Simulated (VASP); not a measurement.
# NaCl: G0W0 on PBE

NaCl, Fm-3m (no. 225), 2 atoms in the cell. PBE, GW; PAW potentials Cl_GW, Na_sv_GW (PBE set).

GW scheme: G0W0; Iterations: 1; Orbital cutoff (eV): 400; Response cutoff (eV): 267; Frequency points: 48; Procedure: three steps, all bands.

## Input

INCAR.step1:
```
PREC = Accurate
ENCUT = 400
ISMEAR = 0
SIGMA = 0.05
LASPH = True
LREAL = False
GGA = PE
ALGO = Normal
EDIFF = 1E-8
NELM = 150
LWAVE = True
LCHARG = False
```

INCAR.step2, as INCAR.step1 but for:
```
- ALGO = Normal
- NELM = 150
+ ALGO = Exact
+ NELM = 1
+ ISTART = 1
+ NBANDS = 804
+ LOPTICS = True
```

INCAR.step3:
```
PREC = Accurate
ENCUT = 400
ISMEAR = 0
SIGMA = 0.05
LASPH = True
LREAL = False
GGA = PE
ALGO = EVGW0
NBANDS = 804
NBANDSGW = 12
ENCUTGW = 267
NOMEGA = 48
PRECFOCK = Fast
ISTART = 1
LWAVE = False
LCHARG = False
NELMGW = 1
```

KPOINTS:
```
k-points
0
Gamma
  2 2 2
```

POSCAR:
```
NaCl
1.0
    0.0000000000      2.7940632177      2.7940632177
    2.7940632177      0.0000000000      2.7940632177
    2.7940632177      2.7940632177      0.0000000000
Cl Na
1 1
Direct
    0.5000000000      0.5000000000      0.5000000000
    0.0000000000      0.0000000000      0.0000000000
```

Commands (each step's output is kept before the next begins):
```
cat potpaw_PBE.64/Cl_GW/POTCAR potpaw_PBE.64/Na_sv_GW/POTCAR > POTCAR
cp INCAR.step1 INCAR
mpirun -np 4 vasp_std > vasp.out
cp INCAR.step2 INCAR
mpirun -np 4 vasp_std > vasp.out
cp INCAR.step3 INCAR
mpirun -np 4 vasp_std > vasp.out
```

## Result

- Quasiparticle gap on the mesh (eV): 8.05
- Gap of the starting point on the mesh (eV): 5.14
- Quasiparticle gap at the zone centre (eV): 8.05
- Starting gap at the zone centre (eV): 5.14
- Correction of the gap between the band edges on the mesh (eV): 2.91
- Shift of the valence top (eV): -2.23
- Shift of the conduction bottom (eV): 0.68
- Z of the valence top at the zone centre: 0.79
- Static dielectric constant, RPA: 3.1

Levels near the gap:

| k point | band | start (eV) | quasiparticle (eV) |
|---|---|---|---|
| 0 0 0 | 5 | -13.31 | -15.21 |
| 0 0 0 | 6 | -0.61 | -2.83 |
| 0 0 0 | 7 | -0.61 | -2.83 |
| 0 0 0 | 8 | -0.61 | -2.83 |
| 0 0 0 | 9 | 4.54 | 5.22 |
| 0 0 0 | 10 | 10.37 | 11.29 |
| 0 0 0 | 11 | 10.37 | 11.29 |
| 0 0 0 | 12 | 10.37 | 11.29 |

Limits: the mesh is coarse: neither the gap nor the screening is converged.

VASP 6.6.1 took 25 s on 4 cores (AMD EPYC 7R43 (Zen 3)), a shared host.
